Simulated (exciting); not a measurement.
# Hf (P6_3/mmc) in exciting: reference runs

How does Hf come out in PBE? The cell is run as given.

All numbers are computed with exciting (release sodium); they aren't measurements. Logs are shortened: lines on timing, memory, paths and dates and some standing lists are left out, and cuts for length are marked.

### 1 The crystal as given

Symmetry: P6_3/mmc, No. 194, hexagonal system. The conventional cell has a = 3.197 Å, b = 3.197 Å, c = 5.058 Å, α = 90.00°, β = 90.00°, γ = 120.00°. Hf (site symmetry -6m2) is surrounded by 12 Hf at 3.13 to 3.20 Å.

### 2 Single point, PBE

The input, input.xml:

```xml
<input>
  <title>Hf</title>
  <structure speciespath="./" tshift="false">
    <crystal scale="1">
      <basevect>6.040887502591 0.000000000000 0.000000000000</basevect>
      <basevect>-3.020443751296 5.231562038690 0.000000000000</basevect>
      <basevect>0.000000000000 0.000000000000 9.557856793132</basevect>
    </crystal>
    <species speciesfile="Hf.xml" rmt="2.3">
      <atom coord="0.666666666700 0.333333333300 0.750000000000"/>
      <atom coord="0.333333333300 0.666666666700 0.250000000000"/>
    </species>
  </structure>
  <groundstate do="fromscratch" ngridk="10 10 5" rgkmax="9" gmaxvr="14" lmaxapw="10" lmaxmat="10" lmaxvr="8" xctype="GGA_PBE" stype="Fermi Dirac" swidth="0.00183747" nempty="18" ValenceRelativity="iora*" epsengy="1e-05" epspot="1e-05" maxscl="60" tforce="true" outputlevel="normal"/>
</input>
```

Potentials or basis: all-electron LAPW+lo, shipped species files, valence relativity iora*.

The run is started by

```
OMP_NUM_THREADS=1 exciting_smp
```

INFO.OUT:

```text
================================================================================
EXCITING SODIUM started
[... 10 lines left out ...]

 Lattice vectors (cartesian) :
      6.0408875026      0.0000000000      0.0000000000
     -3.0204437513      5.2315620387      0.0000000000
      0.0000000000      0.0000000000      9.5578567931

 Reciprocal lattice vectors (cartesian) :
      1.0401096370      0.6005075789     -0.0000000000
      0.0000000000      1.2010151578      0.0000000000
      0.0000000000     -0.0000000000      0.6573843324

 Unit cell volume                           :     302.0596028187
 Brillouin zone volume                      :       0.8211962511

 Species :    1 (Hf)
     parameters loaded from                 :    Hf.xml
     name                                   :    hafnium
     nuclear charge                         :     -72.00000000
     electronic charge                      :      72.00000000
     atomic mass                            :  325367.36570000
     muffin-tin radius                      :       2.30000000
     # of radial points in muffin-tin       :     450

     atomic positions (lattice) :
       1 :   0.66666667  0.33333333  0.75000000
       2 :   0.33333333  0.66666667  0.25000000

 Total number of atoms per unit cell        :       2

 Spin treatment                             :    spin-unpolarised

 Number of Bravais lattice symmetries       :      24
 Number of crystal symmetries               :      12

 k-point grid                               :      10   10    5
 Total number of k-points                   :      58
 k-point set is reduced with crystal symmetries

 R^MT_min * |G+k|_max (rgkmax)              :       9.00000000
 Species with R^MT_min                      :       1 (Hf)
 Maximum |G+k| for APW functions            :       3.91304348
 Maximum |G| for potential and density      :      14.00000000

 G-vector grid sizes                        :      27    27    45
 Total number of G-vectors                  :   14077

 Maximum angular momentum used for
     APW functions                          :      10
     computing H and O matrix elements      :      10
     potential and density                  :       8
     inner part of muffin-tin               :       2

 Total nuclear charge                       :    -144.00000000
 Total electronic charge                    :     144.00000000
 Total core charge                          :      92.00000000
 Total valence charge                       :      52.00000000

 Number of empty states                     :      18
 Total number of valence states             :      45

 Maximum Hamiltonian size                   :     369
 Maximum number of plane-waves              :     315
 Total number of local-orbitals             :      54

 Exchange-correlation type                  :      20
[... 23 lines left out ...]
+ SCF iteration number :    1                                                  +
++++++++++++++++++++++++++++++++++++++++++++++++++++++++++++++++++++++++++++++++
 Total energy                               :    -30175.62657501
 _______________________________________________________________
 Fermi energy                               :         0.39954643
 Kinetic energy                             :     33791.35223048
 Coulomb energy                             :    -63347.52683044
 Exchange energy                            :      -610.78571375
 Correlation energy                         :        -8.66626131

 DOS at Fermi energy (states/Ha/cell)       :        36.21036084

 Electron charges :
     core                                   :        92.00000000
     core leakage                           :         0.00003191
     valence                                :        52.00000000
     interstitial                           :         5.86562372
     charge in muffin-tin spheres :
                  atom     1    Hf          :        69.06718814
                  atom     2    Hf          :        69.06718814
     total charge in muffin-tins            :       138.13437628
     total charge                           :       144.00000000
[... 362 lines left out ...]
 Electron charges :
     core                                   :        92.00000000
     core leakage                           :         0.00003080
     valence                                :        52.00000000
     interstitial                           :         5.70672478
     charge in muffin-tin spheres :
                  atom     1    Hf          :        69.14663761
                  atom     2    Hf          :        69.14663761
     total charge in muffin-tins            :       138.29327522
     total charge                           :       144.00000000

 RMS change in effective potential (target) :  0.180989E-08  ( 0.100000E-04)
 Absolute change in total energy   (target) :  0.166616E-06  ( 0.100000E-04)
 Charge distance                   (target) :  0.240836E-09  ( 0.100000E-04)
 Abs. change in max-nonIBS-force   (target) :  0.181875E-08  ( 0.500000E-04)

++++++++++++++++++++++++++++++++++++++++++++++++++++++++++++++++++++++++++++++++
| Convergency criteria checked for the last 2 iterations                       +
| Convergence targets achieved. Performing final SCF iteration                 +
++++++++++++++++++++++++++++++++++++++++++++++++++++++++++++++++++++++++++++++++
 Total energy                               :    -30195.66823103
 _______________________________________________________________
 Fermi energy                               :         0.39529753
 Kinetic energy                             :     33777.68480499
 Coulomb energy                             :    -63353.52850005
 Exchange energy                            :      -611.15486095
 Correlation energy                         :        -8.66967501

 DOS at Fermi energy (states/Ha/cell)       :        34.39564792

 Electron charges :
     core                                   :        92.00000000
     core leakage                           :         0.00003080
     valence                                :        52.00000000
     interstitial                           :         5.70672478
     charge in muffin-tin spheres :
                  atom     1    Hf          :        69.14663761
                  atom     2    Hf          :        69.14663761
     total charge in muffin-tins            :       138.29327522
     total charge                           :       144.00000000

++++++++++++++++++++++++++++++++++++++++++++++++++++++++++++++++++++++++++++++++
+ Self-consistent loop stopped                                                 +
++++++++++++++++++++++++++++++++++++++++++++++++++++++++++++++++++++++++++++++++
 STATE.OUT is written

--------------------------------------------------------------------------------
- Writing atomic positions and forces                                          -
--------------------------------------------------------------------------------

 Atomic positions (lattice) :
 atom     1  Hf  :     0.66666667    0.33333333    0.75000000
 atom     2  Hf  :     0.33333333    0.66666667    0.25000000

 Total atomic forces including IBS (cartesian) :
 atom     1  Hf  :     0.00000000   -0.00000000   -0.00000110
 atom     2  Hf  :    -0.00000000    0.00000000    0.00000110

 Atomic force components including IBS (cartesian) :
 atom     1  Hf  :    -0.00000000   -0.00000000   -0.00000087   HF force
                 :    -0.00000000    0.00000000   -0.00000181   core correction
                 :     0.00000000    0.00000000    0.00000158   IBS correction
 atom     2  Hf  :     0.00000000    0.00000000    0.00000087   HF force
                 :     0.00000000    0.00000000    0.00000181   core correction
                 :    -0.00000000   -0.00000000   -0.00000158   IBS correction

********************************************************************************
[... 7 lines left out ...]
| EXCITING SODIUM stopped                                                      =
================================================================================
```

WARNINGS.OUT:

```text
Inversion symmetry is present. Consider using input%groundstate%solver%type = "inversionsymmetry"
```

It took 2.1 min on 1 thread of Arm Neoverse V2, shared host; peak memory 0.14 GiB.

What came out:

| Item | Value |
| --- | --- |
| Free energy | -821666.0022 eV |
| Band gap on the k mesh | none (metal or under the smearing width) |
| All electrons inside the program's atomic spheres | Hf 69.15 (radii Hf 2.3 bohr) |

Caveat: the log's total energy holds no entropy term; the free energy is that total less TS from the occupations.
